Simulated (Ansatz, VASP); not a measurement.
**Cross-check of HgSb between VASP and Ansatz**

Aim: how closely do two programs agree when they are given the same cell, functional and k mesh? The cell is invented: As first built, before any earlier steps moved the atoms (in the runner's words): it takes the MgSb structure with some of its atoms replaced by other elements, volume scaled by an estimate. It may not be a known or stable phase. The cell is taken from a series of VASP runs on this material, whose earlier steps may have relaxed, scaled or displaced it; both programs get it as it stands.

Method: plane waves, with VASP 6.6.1 beside it; band structure at HSE06, in Ansatz 0.2.0.

## 1. The starting structure

It takes space group R-3m (No. 166, trigonal). Conventional cell: a = 4.047 Å, b = 4.047 Å, c = 11.158 Å, α = 90.00°, β = 90.00°, γ = 120.00°. Nearest to Hg lie 6 Sb at 2.99 Å. Nearest to Sb lie 6 Hg at 2.99 Å. As first built, before any earlier steps moved the atoms (in the runner's words): sites of the MgSb structure (space group 166) filled with other elements, volume scaled by an estimate. Farther neighbours are not listed.

As a file:

```cif
data_structure
_symmetry_space_group_name_H-M 'P 1'
_symmetry_Int_Tables_number 1
_cell_length_a 4.3922
_cell_length_b 4.3922
_cell_length_c 4.3922
_cell_angle_alpha 54.865
_cell_angle_beta 54.865
_cell_angle_gamma 54.865
_cell_volume 52.75
loop_
_atom_site_label
_atom_site_type_symbol
_atom_site_fract_x
_atom_site_fract_y
_atom_site_fract_z
_atom_site_occupancy
Hg1 Hg 0.00000 0.00000 0.00000 1
Sb2 Sb 0.50000 0.50000 0.50000 1
```

## 2. Ansatz: band structure, HSE06

Ansatz runs on its default PAW (the set named soft_2) files.

A single point gives forces, pressure and levels at one fixed geometry, so differences don't come from the geometry; what else differs is listed under the comparison.

File input.yaml:

```yaml
crystal:
  lattice:
    - [2.0235248969, 1.1682822931, 3.7191830794]
    - [-2.0235248969, 1.1682822931, 3.7191830794]
    - [0.0, -2.3365645861, 3.7191830794]
  atoms:
    - { symbol: Hg, position: [0.0, 0.0, 0.0] }
    - { symbol: Sb, position: [0.5, 0.5, 0.5] }
hamiltonian:
  xc: { exchange: pbe, correlation: pbe, exx: { coeff: 0.25, omega: 0.2 } }
  pseudopotentials: { kind: paw }
kpoints:
  mp_grid: { grid: [4, 4, 4] }
  band_path:
    path:
      - [0.0, 0.0, 0.0]
      - [0.44444, 0.0, 0.0]
      - [0.5, 0.15497, -0.15497]
      - [0.64864, 0.5, 0.35136]
      - [0.38889, 0.38889, 0.38889]
      - [0.0, 0.0, 0.0]
      - [0.32553, 0.0, -0.32553]
      - [0.54459, 0.45541, 0.0]
      - [0.55946, 0.55946, 0.10331]
      - [0.60405, 0.60405, 0.2919]
      - [0.5, 0.0, 0.0]
      - [0.76755, 0.36622, 0.36622]
    npoints: 1
scf:
  occupations: { method: gaussian, width: 0.05 }
  n_extra_bands: 7
output:
  forces: true
  stress: true
  eigenvalues: true
```

On the command line:

```bash
> ansatz run input.yaml --threads 4 --pin off --max-ram 9216MiB --backend cpu --events-out ev --progress --plain --runs-dir out
```

Numbers of over 12 decimals in the logs are rounded to 6 here.

The log of the run:

```text
Warning: output.stress: scf.convergence.dr2_threshold = 1e-7 eV (the SCF's general default) is looser than the 2e-10 eV advised for a printed stress (1e-10 eV for each atom of the cell: 2). What an SCF threshold leaves in a stress goes as its square root, and in the free energy as the threshold itself, and one threshold admits the most on a small cell: [figures from the program's tests cut] Set scf.convergence.dr2_threshold to 2e-10 eV or tighter. The threshold is an SCF's pass mark: one that does not reach it within its budget of iterations ends unconverged, or closes short of it on a stop that the run arms, and scf.convergence.dr2_threshold's page says what that costs each kind of run
Warning: output.stress: scf.exx.energy_threshold = 1e-6 eV is looser than the 2e-8 eV advised for a stress under a hybrid functional (1e-8 eV for each atom of the cell: 2). Every SCF of the exchange loop can meet its threshold on dr2 while the loop round them stops early: no threshold on dr2 bounds what that leaves in the stress. Set scf.exx.energy_threshold to 2e-8 eV or tighter. The threshold is the loop's pass mark: a loop that does not reach it within its budget of cycles ends unconverged, and scf.exx.energy_threshold's page has the law
scf.n_extra_bands = 7 over 18 filled bands (N_el = 35.0): the run solves 25 bands
Engine: ansatz 0.2.0, aarch64-unknown-linux-gnu
Pseudopotentials: kind: paw
Pseudopotential: Hg, paw, valence charge 20, recommended cutoff 420 eV (normal), Hg.paw.azcp
Pseudopotential: Sb, paw, valence charge 15, recommended cutoff 420 eV (normal), Sb.paw.azcp
Functional definition: unnamed
  parameter a_1 = 0.25
  parameter omega_1 = 0.2/angstrom
  exchange = pbe_x + (-a_1)*pbe_x_sr(omega_1) + a_1*exact_x_sr(omega_1)
  correlation = pbe_c
Crystal: 2 atoms, lattice volume = 52.754 Å³
Basis set: ecut = 420 eV, 1015 PW (Γ), exchange–correlation on 60×60×60 points (8 copies of the dense FFT grid, shifted against one another)
Bands: 25, of which v1, the nominal top of the filled ones, is band 18 counted from 1 (17 counted from 0)
Symmetry: 12 space group operations
Space group: R-3m (ITA 166), of the structure as read, at distance tolerance 3.8e-5 Å
k-points: 13 of 64
Non-local potential: Hg, projectors of the file, l = 0: 3, l = 1: 2, l = 2: 2, l = 3: 1
Non-local potential: Sb, projectors of the file, l = 0: 2, l = 1: 2, l = 2: 2, l = 3: 2
PAW form: soft (Blöchl's): semilocal exchange-correlation on the pseudo side does not see the compensation charge
PAW frozen core: Hg, regenerated for the run's functional, and the local potential with it (the file was generated under x = pbe(κ = 0.804, μ = 0.219515), c = pbe(β = 0.066725))
PAW frozen core: Sb, regenerated for the run's functional, and the local potential with it (the file was generated under x = pbe(κ = 0.804, μ = 0.219515), c = pbe(β = 0.066725))
PAW one-centre angular grid: Hg, 590 points (default); XC on 64 Gauss nodes
PAW one-centre angular grid: Sb, 590 points (default); XC on 64 Gauss nodes
Initial density: superposition of atomic densities (neutral atoms: chi_scale 0, normalization atom), corrected by the library's trained network
Initial wavefunctions: pseudopotential atomic-orbital guess
Functional: x = pbe(κ = 0.804, μ = 0.219515), c = pbe(β = 0.066725), warm-up for x = pbe(κ = 0.804, μ = 0.219515) + 0.25 (exact − pbe) at short range (hse, ω = 0.2 Å⁻¹), c = pbe(β = 0.066725)
SCF iter   1: F=—  HF=-20297.636836 eV  |F-HF|=—  |Δ(HF+E_count)|=         —  Δρ=4.76e-3  dr2=1.66e-2  ethr=1.77e-3  ⟨swp⟩=12.1  Hψ=1553  notcnv=0
preconditioner: auto → none  [insulator: Δε(μ)=0.345 eV  Ē_g=13.246 eV  σ=0.050 eV  W_gap=0.50  n_scr=14 (ndim 8)  ℏωp=21.1 eV  f_vac=0.004  D(μ)=2.14/eV (n_scr^D=14)]
SCF iter   2: F=—  HF=-20297.633335 eV  |F-HF|=—  |Δ(HF+E_count)|=   3.50e-3  Δρ=2.01e-3  dr2=2.30e-3  ethr=4.73e-5  ⟨swp⟩=4.0  Hψ=834  notcnv=0  defer=2
iter 3 solved again at ethr=6.44e-7 eV; its pass at ethr=6.57e-6 eV (dr2=2.25e-4 eV) is discarded
SCF iter   3: F=—  HF=-20297.632767 eV  |F-HF|=—  |Δ(HF+E_count)|=   5.69e-4  Δρ=8.17e-4  dr2=2.23e-4  ethr=6.44e-7  ⟨swp⟩=2.0  Hψ=1194  notcnv=0
SCF iter   4: F=—  HF=-20297.632841 eV  |F-HF|=—  |Δ(HF+E_count)|=   7.47e-5  Δρ=2.36e-4  dr2=1.69e-5  ethr=6.39e-7  ⟨swp⟩=2.9  Hψ=570  notcnv=0
SCF iter   5: F=—  HF=-20297.632854 eV  |F-HF|=—  |Δ(HF+E_count)|=   1.27e-5  Δρ=2.86e-5  dr2=3.68e-7  ethr=4.82e-8  ⟨swp⟩=3.0  Hψ=618  notcnv=0
SCF iter   6: F=—  HF=-20297.632854 eV  |F-HF|=—  |Δ(HF+E_count)|=   2.06e-7  Δρ=1.00e-5  dr2=2.88e-8  ethr=1.05e-9  ⟨swp⟩=4.0  Hψ=736  notcnv=0
SCF iter   7: F=—  HF=-20297.632854 eV  |F-HF|=—  |Δ(HF+E_count)|=   2.89e-8  Δρ=1.50e-6  dr2=8.37e-10  ethr=8.24e-11  ⟨swp⟩=3.0  Hψ=642  notcnv=0
SCF iter   8: F=-20297.632854 eV  HF=-20297.632854 eV  |F-HF|=7.28e-12  |Δ(HF+E_count)|=  4.51e-10  Δρ=3.28e-7  dr2=4.03e-11  ethr=2.39e-12  ⟨swp⟩=3.1  Hψ=700  notcnv=0
SCF 1 converged in 8 iterations: F = -20297.632854 eV  dr2 = 4.03e-11
  greatest PAW one-centre occupation: 1.000 electrons in one spin orbital (limit 2), on the Hg atom at site 0 (counted from 0), in its partial waves of l = 0
Initial density: handed on by an earlier stage of this run
Initial wavefunctions: those handed on with the density
Functional: x = pbe(κ = 0.804, μ = 0.219515) + 0.25 (exact − pbe) at short range (hse, ω = 0.2 Å⁻¹), c = pbe(β = 0.066725)
Exchange kernel: α = 0.2500, screened, ω = 0.2000 Å⁻¹, Wigner–Seitz truncation, v(0) = 1110.4830 eV·Å³, q-mesh 4×4×4, nearest image of the exchange supercell L = 16.19 Å, pair-density grid 18×18×18, without the augmentation charges, whose exchange is taken in its separable form by FFT convolution over the k-point mesh (sized by the pseudopotential files, 24×24×27 at the most), smooth part of the exact exchange by density-matrix convolution
Frozen-core exchange: fock
iter 1 solved again at ethr=7.20e-5 eV; its pass at ethr=1.00e-1 eV (dr2=2.52e-2 eV) is discarded
SCF iter   1: F=—  HF=-20305.128890 eV  |F-HF|=—  |Δ(HF+E_count)|=         —  Δρ=7.77e-3  dr2=2.52e-2  ethr=7.20e-5  ⟨swp⟩=4.1  Hψ=1502  notcnv=0
preconditioner: auto → none  [insulator: Δε(μ)=0.387 eV  Ē_g=15.088 eV  σ=0.050 eV  W_gap=0.50  n_scr=14 (ndim 8)  ℏωp=21.1 eV  f_vac=0.009  D(μ)=2.12/eV (n_scr^D=14)]
SCF iter   2: F=—  HF=-20305.126092 eV  |F-HF|=—  |Δ(HF+E_count)|=   2.80e-3  Δρ=3.61e-3  dr2=2.40e-3  ethr=7.00e-5  ⟨swp⟩=3.1  Hψ=791  notcnv=0
SCF iter   3: F=—  HF=-20305.126291 eV  |F-HF|=—  |Δ(HF+E_count)|=   1.99e-4  Δρ=1.78e-3  dr2=4.99e-4  ethr=6.59e-6  ⟨swp⟩=2.1  Hψ=554  notcnv=0  defer=1
SCF iter   4: F=—  HF=-20305.126251 eV  |F-HF|=—  |Δ(HF+E_count)|=   3.97e-5  Δρ=3.24e-4  dr2=6.48e-5  ethr=1.43e-6  ⟨swp⟩=3.1  Hψ=594  notcnv=0
SCF iter   5: F=-20305.126224 eV  HF=-20305.126225 eV  |F-HF|=1.42e-7  |Δ(HF+E_count)|=   2.66e-5  Δρ=3.14e-5  dr2=2.65e-7  ethr=1.83e-7  ⟨swp⟩=3.0  Hψ=633  notcnv=0
SCF 2 stopped early in 5 iterations: F = -20305.126224 eV  dr2 = 2.65e-7
  greatest PAW one-centre occupation: 1.001 electrons in one spin orbital (limit 2), on the Hg atom at site 0 (counted from 0), in its partial waves of l = 0
hybrid outer 1: dexx = +6.865e-3 eV, tail = 4.42e-5 eV
Exchange kernel: α = 0.2500, screened, ω = 0.2000 Å⁻¹, Wigner–Seitz truncation, v(0) = 1110.4830 eV·Å³, q-mesh 4×4×4, nearest image of the exchange supercell L = 16.19 Å, pair-density grid 18×18×18, without the augmentation charges, whose exchange is taken in its separable form by FFT convolution over the k-point mesh (sized by the pseudopotential files, 24×24×27 at the most), smooth part of the exact exchange by density-matrix convolution
Frozen-core exchange: fock
SCF iter   1: F=—  HF=-20305.126177 eV  |F-HF|=—  |Δ(HF+E_count)|=         —  Δρ=4.92e-5  dr2=6.54e-7  ethr=6.31e-7  ⟨swp⟩=5.3  Hψ=869  notcnv=0
preconditioner: auto → none  [insulator: Δε(μ)=0.384 eV  Ē_g=14.990 eV  σ=0.050 eV  W_gap=0.50  n_scr=14 (ndim 8)  ℏωp=21.1 eV  f_vac=0.005  D(μ)=2.12/eV (n_scr^D=14)]
SCF iter   2: F=—  HF=-20305.126178 eV  |F-HF|=—  |Δ(HF+E_count)|=   2.37e-7  Δρ=2.52e-5  dr2=1.35e-7  ethr=1.78e-9  ⟨swp⟩=3.5  Hψ=702  notcnv=0  defer=2
SCF iter   3: F=—  HF=-20305.126177 eV  |F-HF|=—  |Δ(HF+E_count)|=   2.91e-8  Δρ=4.40e-6  dr2=1.66e-8  ethr=3.84e-10  ⟨swp⟩=3.6  Hψ=652  notcnv=0  defer=3
SCF iter   4: F=-20305.126177 eV  HF=-20305.126177 eV  |F-HF|=2.80e-10  |Δ(HF+E_count)|=   5.47e-9  Δρ=1.22e-6  dr2=5.85e-10  ethr=4.55e-11  ⟨swp⟩=3.8  Hψ=755  notcnv=0  defer=4
SCF 3 converged in 4 iterations: F = -20305.126177 eV  dr2 = 5.85e-10
  Residual-converged pass: ⟨swp⟩=3.0  Hψ=593  notcnv=0  max |occ|·‖R‖ = 2.4e-6 eV (tolerance 2.4e-6 eV)  dr2=5.92e-10  dr2_onsite=1.21e-10  max |Δocc| = 6.2e-73
hybrid outer 2: dexx = +4.352e-7 eV, tail = 1.75e-8 eV, Δε = 2.27e-3 eV (about 5.59e-5 eV left of the loop's levels)
NSCF: frozen V_eff on 12 k-points
hybrid SCF converged: 2 outer / 9 inner (+8 warm-up), last move |dexx| = 4.35e-7 eV, tail = 1.75e-8 eV
Stability not checked: this state was not tested for a lower state beside it, because the functional holds exact exchange (a hybrid, or Hartree-Fock), whose exchange loop this test does not read (fock_operator; see scf.lower_state_search)
Free energy (F): -20305.126178 eV
Frozen-core exchange: fock
Harris-Foulkes:  -20305.126178 eV  (|F-HF|=2.80e-10)
Internal energy: -20305.123533 eV  (E = F + TS)
E sigma→0 (E₀):  -20305.124855 eV
Entropy (-TS):   -0.002645 eV (-1.322 meV/atom)
Fermi energy:    12.363172 eV
--- Per-component energies (eV) ---
  E_band       = -658.035623
  E_kinetic    = 809.440586
  E_local      = -4280.758614  (includes V_loc(G=0)·N_el)
  E_nonlocal   = 435.339458
  E_hartree    = 1879.058281
  E_xc         = -286.602766
  E_vxc        = -285.015420  (∫ρ·V_xc dr)
  E_exx        = -118.480662  (= α·E_x^exact, valence–valence)
  E_paw        = -14481.097871  (= ΣΔE_a)
  E_vpaw       = -858.199518  (= ΣTr[D̂ρ^β])
  E_aug_tail   = 0.000939  (compensation charges beyond the density's cutoff)
  E_ewald      = -4260.216892
  E_core_change = -1.805991  (= ΣΔE_core)
  E_smearing   = -0.002645  (= −TS)
  E_closure    = -0.000001  (closes the sum)
  Σ components = -20305.126178   (vs F -20305.126178, Δ=0.00e0)
--- Forces (eV/Å), atoms counted from 1 ---
  atom   1  Hg     0.00000000    -0.00000000    -0.00000000
  atom   2  Sb    -0.00000000     0.00000000     0.00000000
  max |Σ_I F_I| component: 8.41e-30 eV/Å
--- Stress (GPa, compression-positive) ---
        0.558564      -0.000000       0.000000
       -0.000000       0.558564      -0.000000
        0.000000      -0.000000      -2.952068
  P = ⅓ Tr σ = -0.6116 GPa (-6.116 kbar)
--- Band table (eV; the first three rows and the last of 13) ---
  k-point 0: bands = [... 14 lower, 3.5812, 11.4535, 12.9681, 13.1703, 13.1703, 19.8268, 20.4412, 21.0172, ... 3 higher]
  k-point 1: bands = [... 14 lower, 3.6729, 8.4246, 12.3632, 13.4066, 15.5542, 17.6704, 18.1141, 18.4310, ... 3 higher]
  k-point 2: bands = [... 14 lower, 3.8080, 5.6679, 13.4890, 13.8351, 14.9234, 16.1624, 16.6938, 17.1786, ... 3 higher]
  k-point 12: bands = [... 14 lower, 3.6954, 4.9525, 14.3229, 14.3229, 16.4938, 17.2820, 17.2820, 18.4925, ... 3 higher]
```

It took 26 s on 4 threads of Arm Neoverse V1, shared host; peak memory 0.86 GiB; 93 s of CPU time.

The column dr2 measures how far the density is from self-consistency, as an energy; F and HF (Harris–Foulkes) agree once it is small.

(Part 1 of 2 ends here.)

[Lines on the potential files, build, host, timing and source positions are cut from VASP's logs without a mark.]

[Logs are printed without paths, hosts, clocks, repeated set-up lines and the standing remarks that a program may print on its own settings, such as how far it seeks lower states.]

[Hosts, paths, dates, database ids (printed as entryN), source tags and the programs' standing remarks are cut or masked in the printed files.]
